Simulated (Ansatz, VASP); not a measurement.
## One calculation of C, two programs

```
CELL_PARAMETERS angstrom
0.00000 2.06154 1.70397
1.53181 0.00000 1.70397
1.53181 2.06154 0.00000
ATOMIC_POSITIONS crystal
C 0.50000 0.50000 0.50000
C 0.75000 0.75000 0.75000
```

Change from the starting cell: strain +e along x and -e along y -0.1500, strain +e along z and -e/2 along x and y -0.0350.

Alike in both runs: task single point; functional LDA; k mesh 12 × 12 × 12; occupations gaussian, width 0.05 eV; no spin polarisation.

|  | VASP | Ansatz |
| --- | --- | --- |
| version | VASP 6.6.1 | Ansatz 0.2.0 |
| potentials or method | VASP PAW LDA potentials, release 64 (C) | scalar-relativistic, plane waves, PAW |
| plane-wave cutoff (eV) | 520 | 520 |
| valence electrons in the cell | 8 | 8 |

```tsv
	VASP	Ansatz	Ansatz less VASP
gap on the k mesh at the Fermi level (eV)	none	none	-
pressure (GPa)	14.6	12.9	-1.66
largest component of the traceless stress (GPa)	187.17	187.41	+0.241
```

A gap of «none» marks a metal or a gap that the smearing closes. Ansatz warned: «pseudo_functional_mismatch».
